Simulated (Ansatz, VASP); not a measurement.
# One calculation of AlNi3, two programs

INCAR

```
SYSTEM = AlNi3
ALGO = Fast ; EDIFF = 1E-6
ENCUT = 520 ; GGA = PE
ISIF = 2 ; ISMEAR = 0
LASPH = .True. ; LCHARG = .True.
LELF = .True. ; LREAL = .False.
LVHAR = .True. ; LWAVE = .False.
NBANDS = 24 ; NELM = 60
PREC = Accurate ; SIGMA = 0.1
```

The input KPOINTS:

```
k-points
0
Gamma
  14 14 14
  0 0 0
```

POSCAR

```
AlNi3
1.0
    0.0000000000      2.9277237985      2.9277237985
    2.9277237985      0.0000000000      2.9277237985
    2.9277237985      2.9277237985      0.0000000000
Al Ni
1 3
Direct
    0.5000000000      0.5000000000      0.5000000000
    0.2500000000      0.2500000000      0.2500000000
    0.0000000000      0.0000000000      0.0000000000
    0.7500000000      0.7500000000      0.7500000000
```

Input for Ansatz:

```yaml
crystal:
  lattice:
    - [0.0, 2.9277237985, 2.9277237985]
    - [2.9277237985, 0.0, 2.9277237985]
    - [2.9277237985, 2.9277237985, 0.0]
  atoms:
    - { symbol: Al, position: [0.5, 0.5, 0.5] }
    - { symbol: Ni, position: [0.25, 0.25, 0.25] }
    - { symbol: Ni, position: [0.0, 0.0, 0.0] }
    - { symbol: Ni, position: [0.75, 0.75, 0.75] }
basis:
  ecutwfc: 420
kpoints:
  mp_grid: { grid: [14, 14, 14] }
hamiltonian:
  xc: pbe
scf:
  occupations: { method: gaussian, width: 0.1 }
output:
  forces: true
  stress: true
  eigenvalues: true
```

Alike in both runs: task single point; functional PBE; k mesh 14 × 14 × 14; occupations gaussian, width 0.1 eV; no spin polarisation.

```csv
,VASP,Ansatz
version,VASP 6.6.1,Ansatz 0.2.0
potentials or method,"VASP PAW PBE potentials, release 64 (Al, Ni)","scalar-relativistic, plane waves, PAW"
plane-wave cutoff (eV),520,420
valence electrons in the cell,33,57
```

|  | VASP | Ansatz | Ansatz less VASP |
| --- | --- | --- | --- |
| gap on the k mesh at the Fermi level (eV) | none | none | - |
| pressure (GPa) | -13.6 | -13.7 | -0.12 |

A gap of «none» marks a metal or a gap that the smearing closes. The two sets of potentials don't hold the same shells in valence.

Spin polarisation is off, so any magnetic state and its effect on volume and gap are missing.
